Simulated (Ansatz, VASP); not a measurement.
**Si2BPC2 in two plane-wave programs**

One calculation is typed for both programs; each brings its own data sets. How far apart do they land? The cell is taken from a series of runs on this material, whose earlier steps may have relaxed, scaled, displaced or heated it; both programs get it as it stands.

Calculated with Ansatz 0.2.0; plane waves, with VASP 6.6.1 beside it; single point at HSE06.

## (1) Set-up

The cell holds 12 atoms: 2 B, 2 P, 4 Si and 4 C. Its edges and angles: a = 3.123 Å, b = 4.423 Å, c = 9.418 Å, α = 90.0°, β = 90.0°, γ = 90.0°. It derives from BP. The structure's axis is c.

Structure file:

```xyz
12
Lattice="3.1227 0.0000 0.0000 0.0000 4.4229 0.0000 0.0000 0.0000 9.4176" Properties=species:S:1:pos:R:3 pbc="T T T"
B     0.0000    4.2145    0.6789
B     1.5614    2.0031    2.5891
P     1.5614    0.9344    0.9258
P     0.0000    3.1459    2.3421
Si    0.0000    0.1289    4.1059
Si    1.5614    2.3020    5.5535
Si    0.0000    0.0906    7.1321
Si    1.5614    2.3403    8.5797
C     1.5614    1.1891    4.0194
C     0.0000    3.3942    5.5962
C     1.5614    1.1828    7.0894
C     0.0000    3.4006    8.6662
```

## (2) VASP: single point, HSE06

A single point gives forces, pressure and levels at one fixed geometry, so differences don't come from the geometry; what else differs is listed under the comparison.

Lines of VASP's logs that name or quote its potential files are left out, and so is its time.

The run reads the wave functions of an earlier VASP run, which isn't shown here.

The input, INCAR:

```
SYSTEM = Si2BPC2
PREC = Accurate
ENCUT = 520
EDIFF = 1E-06
NELM = 100
ISMEAR = 0
SIGMA = 0.01
LREAL = .FALSE.
ALGO = Normal
LHFCALC = .TRUE.
AEXX = 0.25
GGA = PE
HFSCREEN = 0.208
LASPH = .TRUE.
NBANDS = 36
PRECFOCK = Fast
LORBIT = 11
LWAVE = .FALSE.
LCHARG = .FALSE.
KPAR = 4
NCORE = 2
ISIF = 2
```

The input, POSCAR:

```
Si2BPC2
1.0
    3.1227157746      0.0000000000      0.0000000000
    0.0000000000      4.4229345979      0.0000160864
    0.0000000000      0.0000336780      9.4176319605
B P Si C
2 2 4 4
Direct
    0.0000000000      0.9528737001      0.0720823415
    0.5000000000      0.4528809742      0.2749186048
    0.5000000000      0.2112594510      0.0983089633
    0.0000000000      0.7112628512      0.2486944453
    0.0000000000      0.0291345413      0.4359758668
    0.5000000000      0.5204750541      0.5896900972
    0.0000000000      0.0204723415      0.7573110778
    0.5000000000      0.5291298175      0.9110258636
    0.5000000000      0.2688458755      0.4267934494
    0.0000000000      0.7674112616      0.5942206937
    0.5000000000      0.2674097425      0.7527801341
    0.0000000000      0.7688443897      0.9202063615
```

The input, KPOINTS:

```
Automatic mesh
0
Gamma
6 4 2
0 0 0
```

Potentials, in the order of the species: B, P, Si and C (PBE family, release 64).

Run with:

```sh
> mpirun -np 8 vasp_std
```

Numbers of over 12 decimals in the logs are rounded to 6 here.

The log of the run:

```text
[banner, memory and clock lines left out]
running    8 mpi-ranks, on    1 nodes
 distrk:  each k-point on    2 cores,    4 groups
 distr:  one band on    2 cores,    1 groups

 POSCAR found type information on POSCAR B P SiC
 POSCAR found :  4 types and      12 ions
 LDA part: xc-table for (Slater+PW92), standard interpolation
 found WAVECAR, reading the header
 POSCAR, INCAR and KPOINTS ok, starting setup
 FFT: planning ... GRIDC
 FFT: planning ... GRID_SOFT
 FFT: planning ... GRID
 reading WAVECAR
 the WAVECAR file was read successfully
 initial charge from wavefunction
 entering main loop
       N       E                     dE             d eps       ncg     rms          rms(c)
DAV:   1    -0.983683507811E+02   -0.98368E+02   -0.16105E+00  1728   0.643E+00    0.565E+00
DAV:   2    -0.983812480606E+02   -0.12897E-01   -0.52098E-02  2064   0.105E+00    0.401E+00
DAV:   3    -0.983784102648E+02    0.28378E-02   -0.18267E-03  2096   0.218E-01    0.236E+00
DAV:   4    -0.983773855153E+02    0.10247E-02   -0.58642E-04  2004   0.107E-01    0.135E+00
DAV:   5    -0.983770585299E+02    0.32699E-03   -0.13116E-04  2028   0.510E-02    0.764E-01
DAV:   6    -0.983769460979E+02    0.11243E-03   -0.36342E-05  2040   0.305E-02    0.432E-01
DAV:   7    -0.983769093527E+02    0.36745E-04   -0.13733E-05  2072   0.196E-02    0.245E-01
DAV:   8    -0.983768976466E+02    0.11706E-04   -0.39264E-06  1952   0.108E-02    0.140E-01
DAV:   9    -0.983768940275E+02    0.36191E-05   -0.12147E-06  1128   0.629E-03    0.801E-02
DAV:  10    -0.983768930538E+02    0.97377E-06   -0.58422E-07  1048   0.431E-03
   1 F= -.98376893E+02 E0= -.98376893E+02  d E =-.219385E-26
```

From OUTCAR (step 2):

```text
ion  position               nearest neighbor table
   1  0.000  0.953  0.072-  12 1.65   3 1.95   3 1.95   4 1.98
   2  0.500  0.453  0.275-   9 1.65   4 1.95   4 1.95   3 1.98
   3  0.500  0.211  0.098-   1 1.95   1 1.95   2 1.98   8 2.26
   4  0.000  0.711  0.249-   2 1.95   2 1.95   1 1.98   5 2.26
   5  0.000  0.029  0.436-  10 1.89   9 1.89   9 1.89   4 2.26   7 3.03   6 3.04   6 3.04   6 3.10
                             6 3.10
   6  0.500  0.520  0.590-   9 1.90  11 1.90  10 1.91  10 1.91   8 3.03   5 3.04   5 3.04   5 3.10
                             5 3.10   7 3.13   7 3.13   7 3.13   7 3.13
   7  0.000  0.020  0.757-  12 1.90  10 1.90  11 1.91  11 1.91   5 3.03   8 3.04   8 3.04   8 3.10
                             8 3.10   6 3.13   6 3.13   6 3.13   6 3.13
   8  0.500  0.529  0.911-  11 1.89  12 1.89  12 1.89   3 2.26   6 3.03   7 3.04   7 3.04   7 3.10
                             7 3.10
   9  0.500  0.269  0.427-   2 1.65   5 1.89   5 1.89   6 1.90
  10  0.000  0.767  0.594-   5 1.89   7 1.90   6 1.91   6 1.91
  11  0.500  0.267  0.753-   8 1.89   6 1.90   7 1.91   7 1.91
  12  0.000  0.769  0.920-   1 1.65   8 1.89   8 1.89   7 1.90

  LATTYP: Found a simple orthorhombic cell.
 ALAT       =     3.1227157746
 B/A-ratio  =     1.4163743732
 C/A-ratio  =     3.0158466669

 Subroutine GETGRP returns: Found  2 space group operations
 (whereof  2 operations were pure point group operations)

The static configuration has the point symmetry C_1h.

 Found     24 irreducible k-points:

   k-points           NKPTS =     24   k-points in BZ     NKDIM =     48   number of bands    NBANDS=     36

   dimension x,y,z NGX =    24 NGY =   36 NGZ =   70
   dimension x,y,z NGXF=    48 NGYF=   72 NGZF=  140

   ENCUT  =  520.0 eV  38.22 Ry    6.18 a.u.   5.81  8.22 17.51*2*pi/ulx,y,z

   NELECT =      48.0000    total number of electrons

 k-points in reciprocal lattice and weights: Automatic mesh
   0.00000000  0.00000000  0.00000000       0.021
   0.16666667  0.00000000  0.00000000       0.042
   0.33333333  0.00000000  0.00000000       0.042
   0.50000000  0.00000000  0.00000000       0.021
   0.00000000  0.25000000  0.00000000       0.042
   0.16666667  0.25000000  0.00000000       0.083
   0.33333333  0.25000000  0.00000000       0.083
   0.50000000  0.25000000  0.00000000       0.042
   0.00000000  0.50000000  0.00000000       0.021
[...]
0.33333333  0.50000000  0.50000000       0.042
   0.50000000  0.50000000  0.50000000       0.021

  exchange ACFDT corr.  =         0.00000000  see jH, gK, PRB 81, 115126

 average (electrostatic) potential at core
       1 -20.7962       2 -20.7962       3 -76.4883       4 -76.4883       5 -77.3720
       6 -77.4224       7 -77.4224       8 -77.3720       9 -41.6964      10 -41.7331
      11 -41.7330      12 -41.6964

 E-fermi :   8.2368

 k-point     1 :       0.0000    0.0000    0.0000
  band No.  band energies     occupation
    ...
     20       6.4432      2.00000
     21       6.7424      2.00000
     22       7.2627      2.00000
     23       7.6172      2.00000
     24       8.1194      2.00000
     25       9.4425      0.00000
     26      11.0480      0.00000
     27      11.7094      0.00000
     28      11.9955      0.00000
     29      13.5001      0.00000
    ...

 k-point     2 :       0.1667    0.0000    0.0000
  band No.  band energies     occupation
    ...
     20       5.1076      2.00000
     21       5.3614      2.00000
     22       6.2351      2.00000
     23       6.7613      2.00000
     24       7.2039      2.00000
     25      10.3541      0.00000
     26      11.8646      0.00000
     27      12.1583      0.00000
     28      12.9791      0.00000
     29      13.5570      0.00000
    ...

 k-point     3 :       0.3333    0.0000    0.0000
  band No.  band energies     occupation
    ...
     20       4.0544      2.00000
     21       4.3154      2.00000
     22       4.7892      2.00000
     23       4.8719      2.00000
     24       6.7504      2.00000
     25      10.2262      0.00000
     26      10.3935      0.00000
     27      11.5697      0.00000
     28      11.9104      0.00000
     29      12.0765      0.00000
    ...

  Total       -0.8752611     -0.8058392     -0.7814740      0.0000000     -0.0013810      0.0000000
  in kB      -10.7811105     -9.9260005     -9.6258798      0.0000000     -0.0170109      0.0000000
  external PRESSURE =     -10.1109969 kB  Pullay stress =       0.0000000 kB

  energy-cutoff  :      520.00
  volume of cell :      130.07
      direct lattice vectors                 reciprocal lattice vectors
     3.122715775  0.000000000  0.000000000     0.320234076  0.000000000  0.000000000
     0.000000000  4.422934598  0.000016086     0.000000000  0.226094232 -0.000000809
     0.000000000  0.000033678  9.417631960     0.000000000 -0.000000386  0.106183805

 POSITION                                       TOTAL-FORCE (eV/Angst)
 -----------------------------------------------------------------------------------
      0.00000      4.21450      0.67886         0.000000      0.062265      0.086082
      1.56136      2.00307      2.58909         0.000000      0.061774     -0.086021
      1.56136      0.93439      0.92584         0.000000      0.015096     -0.115206
      0.00000      3.14588      2.34212         0.000000      0.015047      0.114728
      0.00000      0.12887      4.10586         0.000000     -0.018407     -0.018517
      1.56136      2.30205      5.55349         0.000000     -0.003064      0.001047
      0.00000      0.09057      7.13208         0.000000     -0.002776     -0.001214
      1.56136      2.34034      8.57971         0.000000     -0.018343      0.018373
      1.56136      1.18910      4.01939         0.000000     -0.081750      0.103519
      0.00000      3.39423      5.59616         0.000000      0.026083     -0.013545
      1.56136      1.18276      7.08941         0.000000      0.026109      0.013649
      0.00000      3.40058      8.66618         0.000000     -0.082034     -0.102896
 -----------------------------------------------------------------------------------
    total drift:                                0.000004      0.000298      0.000102

  FREE ENERGIE OF THE ION-ELECTRON SYSTEM (eV)
  ---------------------------------------------------
  free  energy   TOTEN  =       -98.3768930538 eV

  energy  without entropy=      -98.3768930538  energy(sigma->0) =      -98.37689305

 total charge
# of ion       s       p       d       tot
------------------------------------------
    1        0.669   1.279   0.000   1.948
    2        0.669   1.279   0.000   1.948
    3        1.000   1.629   0.000   2.630
    4        1.000   1.629   0.000   2.630
    5        0.730   0.978   0.000   1.708
    6        0.717   0.968   0.000   1.685
    7        0.717   0.968   0.000   1.685
    8        0.730   0.978   0.000   1.708
    9        0.835   1.688   0.000   2.523
   10        0.837   1.689   0.000   2.526
   11        0.837   1.689   0.000   2.526
   12        0.835   1.688   0.000   2.523
--------------------------------------------------
tot          9.577  16.463   0.000  26.041

[... 3 further parts left out ...]
```

The run ends at a pressure of -1.01 GPa, with forces up to 0.13 eV/Å.

(Part 1 of 2 ends here.)

[Lines on the potential files, build, host, timing and source positions are cut from VASP's logs without a mark.]

[Logs are printed without paths, hosts, clocks, repeated set-up lines and the standing remarks that a program may print on its own settings, such as how far it seeks lower states.]

[Hosts, paths, dates, database ids (printed as entryN), source tags and the programs' standing remarks are cut or masked in the printed files.]
